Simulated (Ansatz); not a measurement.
Structure relaxation of SnSe

Method: Ansatz, DFT PBE, scalar-relativistic, plane waves, PAW. Cutoff 420 eV, Γ-centred k mesh, Gaussian smearing, no spin polarisation in the final step.

SnSe was placed on the CoSn structure type (P6/mmm, No. 191), with Sn in place of Co, Se in place of Sn, at a guessed volume.

```
Sn Se
1.0
     6.19274    0.00000    0.00000
    -3.09637    5.36307    0.00000
     0.00000    0.00000    4.99642
Sn Se
3 3
Direct
  0.50000 0.00000 0.00000
  0.50000 0.50000 0.00000
  0.00000 0.50000 0.00000
  0.00000 0.00000 0.00000
  0.33333 0.66667 0.50000
  0.66667 0.33333 0.50000
```

Steps on the 9×9×8 mesh (6 atoms). 5 of 6 steps are shown, and the free energy counts from the last. Trial steps that were taken back and renewals of the plane-wave basis can be among the rows.

```csv
step,ΔF (meV/atom),V (Å³/atom),P (GPa)
1,118.8,27.66,1.66
2,25.9,28.35,0.48
3,3.7,28.32,1.34
4,0.4,29.09,0.09
6,0.0,29.18,0.00
```

A final relaxation ran on a 9×9×8 mesh. The relaxed crystal, P6/mmm (No. 191):

```cif
data_structure
_symmetry_space_group_name_H-M 'P6/mmm'
_symmetry_Int_Tables_number 191
_cell_length_a 6.6703
_cell_length_b 6.6703
_cell_length_c 4.5437
_cell_angle_alpha 90.000
_cell_angle_beta 90.000
_cell_angle_gamma 120.000
_cell_volume 175.08
loop_
_atom_site_label
_atom_site_type_symbol
_atom_site_symmetry_multiplicity
_atom_site_Wyckoff_symbol
_atom_site_fract_x
_atom_site_fract_y
_atom_site_fract_z
_atom_site_occupancy
Sn1 Sn 3 f 0.50000 0.00000 0.00000 1
Se1 Se 1 a 0.00000 0.00000 0.00000 1
Se2 Se 2 d 0.33333 0.66667 0.50000 1
```

```yaml
Volume_per_atom: 29.18 Å³
Density: 5.62 g/cm³
Energy_over_the_elements: -0.13 eV/atom
Gap_on_the_9×9×8_mesh: 0 eV (a metal)
```

Energies over the elements count from the elements' standard structures at the same level, with no empirical corrections.

The final run used a 9×9×8 mesh on its 6-atom cell and 0.10 eV smearing. For metals, differences of a few meV/atom aren't resolved.

Symmetry constrained the relaxation, so the result can be a saddle point.